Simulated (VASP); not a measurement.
Write the native input for VASP 6.6.1 that does the following.

```
Task                               : relaxation of cell and atoms
Functional                         : HSE06
Potentials or basis                : VASP PAW PBE potentials, release 64 (In_d, P)
Cutoff                             : 600 eV
k mesh                             : 4 × 4 × 4
Occupations                        : fermi-dirac, width 0.05 eV
Spin                               : no spin polarisation
Grid for exact exchange (PRECFOCK) : Fast
Screening parameter                : 0.2 1/A
Further INCAR settings             : ALGO = Normal; EDIFF = 1e-07; IBRION = 2; EDIFFG = -0.01; NSW = 40; ISIF = 3
```

InP:

```xyz
2
Lattice="0.0000 2.9305 2.9305 2.9305 0.0000 2.9305 2.9305 2.9305 0.0000" Properties=species:S:1:pos:R:3 pbc="T T T"
In    0.0000    0.0000    0.0000
P     4.3957    4.3957    4.3957
```

One way to write it, as run:

POSCAR

```
InP
1.0
    0.0000000000      2.9305000000      2.9305000000
    2.9305000000      0.0000000000      2.9305000000
    2.9305000000      2.9305000000      0.0000000000
In P
1 1
Direct
    0.0000000000      0.0000000000      0.0000000000
    0.7500000000      0.7500000000      0.7500000000
```

INCAR.step1

```
SYSTEM = InP
  ALGO = Normal
  EDIFF = 1E-5
  ENCUT = 600
  GGA = PE
  ISMEAR = -1
  LASPH = .True.
  LCHARG = .False.
  LREAL = .False.
  LWAVE = .True.
  NELM = 60
  PREC = Accurate
  SIGMA = 0.05
```

INCAR.step2

```
SYSTEM = InP
  ALGO = Normal
  EDIFF = 1E-7
  EDIFFG = -0.01
  ENCUT = 600
  GGA = PE
  HFSCREEN = 0.2
  IBRION = 2
  ISIF = 3
  ISMEAR = -1
  ISTART = 1
  LASPH = .True.
  LCHARG = .False.
  LHFCALC = .True.
  LREAL = .False.
  LWAVE = .False.
  NELM = 60
  NSW = 40
  PREC = Accurate
  PRECFOCK = Fast
  SIGMA = 0.05
```

KPOINTS

```
k-points
0
Gamma
  4 4 4
  0 0 0
```

Potentials or basis: VASP PAW PBE potentials, release 64 (In_d, P).

Command:

```bash
$ cat potpaw_PBE.64/In_d/POTCAR potpaw_PBE.64/P/POTCAR > POTCAR
$ cp INCAR.step1 INCAR
$ mpirun -np 1 vasp_std > vasp.out
$ cp INCAR.step2 INCAR
$ mpirun -np 1 vasp_std > vasp.out
```

Results of the run:

```yaml
Relaxed_volume: 25.75 Å³/atom
Relaxed_cell: a = 4.176 Å, b = 4.176 Å, c = 4.176 Å, α = 60.00°, β = 60.00°, γ = 60.00°
Space_group_after_relaxing_to_0.05_Å: F-43m (No. 216)
Energy_gained_by_relaxing: 2.9 meV/atom
Ionic_steps: 3
Pressure_after_relaxing: 0.0 GPa
Band_gap_on_the_k_mesh: 1.41 eV, direct
```

Caveat: the k mesh is coarse (spacing up to 0.46 Å⁻¹), so the values aren't converged, least of all with exact exchange; the PAW data sets were made with another functional, which shifts forces and pressure a little; spin-orbit coupling is left out, which moves the levels of the heavy elements.

It took 12 min on 1 thread of Intel(R) Xeon(R) Platinum 8488C (Sapphire Rapids) (shared host), peak memory 0.32 GiB.
